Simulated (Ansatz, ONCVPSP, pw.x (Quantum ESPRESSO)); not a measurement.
pw.x on diamond Os: one setting changed

Potential: optimised norm-conserving Vanderbilt (ONCV), ONCVPSP 4.0.1.1 (patched build), PBE; core [Kr] 4d10 4f14, reference 5s2 5p6 5d6 6s2; waves: 5s+6s: rc 1.70 bohr, ncon 4, nbas 8, qcut 5.7 1/bohr, 2 projectors; 5p: rc 1.75 bohr, ncon 4, nbas 8, qcut 8.4 1/bohr, 2 projectors, debl 2.3 Ha; 5d: rc 2.30 bohr, ncon 4, nbas 8, qcut 6.1 1/bohr, 2 projectors, debl 3.5 Ha; local part: polynomial inside 1.35 bohr (lpopt 1, dvloc0 0 Ha); core correction: Teter function, fcfact 4.8, rcfact 1.3.

The reference run (k-mesh 8³, cutoffs 80/320 Ry, Fermi–Dirac 0.01 Ry, mixing_beta 0.4, conv_thr 1e-9, no spin) gives -1.19 GPa at 21.376 Å³/atom, where all-electron LAPW gives 0.80 GPa. This run, with its own iteration cap, changes diagonalization to rmm-davidson.

```
&control
  calculation='scf', prefix='x', pseudo_dir='./', outdir='./tmp', tstress=.true., disk_io='none'
/
&system
  ibrav=0, nat=2, ntyp=1, ecutwfc=80, ecutrho=320, nbnd=26,
  occupations='smearing', smearing='fd', degauss=0.01
/
&electrons
  conv_thr=1e-09, mixing_beta=0.4, electron_maxstep=70, diagonalization='rmm-davidson'
/
ATOMIC_SPECIES
Os 1.0 Os.UPF
CELL_PARAMETERS angstrom
  0.00000000 2.77529283 2.77529283
  2.77529283 0.00000000 2.77529283
  2.77529283 2.77529283 0.00000000
ATOMIC_POSITIONS crystal
Os 0.0000 0.0000 0.0000
Os 0.2500 0.2500 0.2500
K_POINTS automatic
8 8 8 0 0 0
```

```bash
pw.x < Os.scf.in > Os.scf.out
```

Task: How does the run end?

Result: It converges in 10 iterations; the free energy moves by +0.0 meV/atom and the pressure by +0.01 GPa. The result is that of the reference run.

```
Message from routine setup:
     using ibrav=0 with symmetry is DISCOURAGED, use correct ibrav instead
     lattice parameter (alat)  =       7.4169  a.u.
     unit-cell volume          =     288.5048 (a.u.)^3
     number of electrons       =        32.00
     number of Kohn-Sham states=           26
     kinetic-energy cutoff     =      80.0000  Ry
     charge density cutoff     =     320.0000  Ry
     scf convergence threshold =      1.0E-09
     Exchange-correlation= PBE
     number of k points=    29  Fermi-Dirac smearing, width (Ry)=  0.0100
     iteration #  1     ecut=    80.00 Ry     beta= 0.40
     total energy              =    -395.35416848 Ry
     estimated scf accuracy    <       0.05144079 Ry
     iteration #  2     ecut=    80.00 Ry     beta= 0.40
     total energy              =    -395.35068155 Ry
     estimated scf accuracy    <       0.01506390 Ry
     iteration #  3     ecut=    80.00 Ry     beta= 0.40
     total energy              =    -395.35164542 Ry
     estimated scf accuracy    <       0.00014617 Ry
     [... 4 iterations left out ...]
     iteration #  8     ecut=    80.00 Ry     beta= 0.40
     total energy              =    -395.35170881 Ry
     estimated scf accuracy    <       0.00000007 Ry
     iteration #  9     ecut=    80.00 Ry     beta= 0.40
     total energy              =    -395.35170882 Ry
     estimated scf accuracy    <          1.7E-09 Ry
     iteration # 10     ecut=    80.00 Ry     beta= 0.40
     the Fermi energy is    15.3393 ev
!    total energy              =    -395.35170882 Ry
     estimated scf accuracy    <          5.0E-11 Ry
     smearing contrib. (-TS)   =      -0.00772102 Ry
     The total energy is F=E-TS. E is the sum of the following terms:
     one-electron contribution =    -145.51549897 Ry
     hartree contribution      =      83.60794021 Ry
     xc contribution           =     -70.49260276 Ry
     ewald contribution        =    -262.94382628 Ry
     convergence has been achieved in  10 iterations
          total   stress  (Ry/bohr**3)                   (kbar)     P=      -11.83
     Message from routine punch:
     Nothing written, as per user request (disk_io='none')
```

The run took about 55 s on one core of a shared host (Neoverse-V1, 64 threads, 503 GiB, load 12).
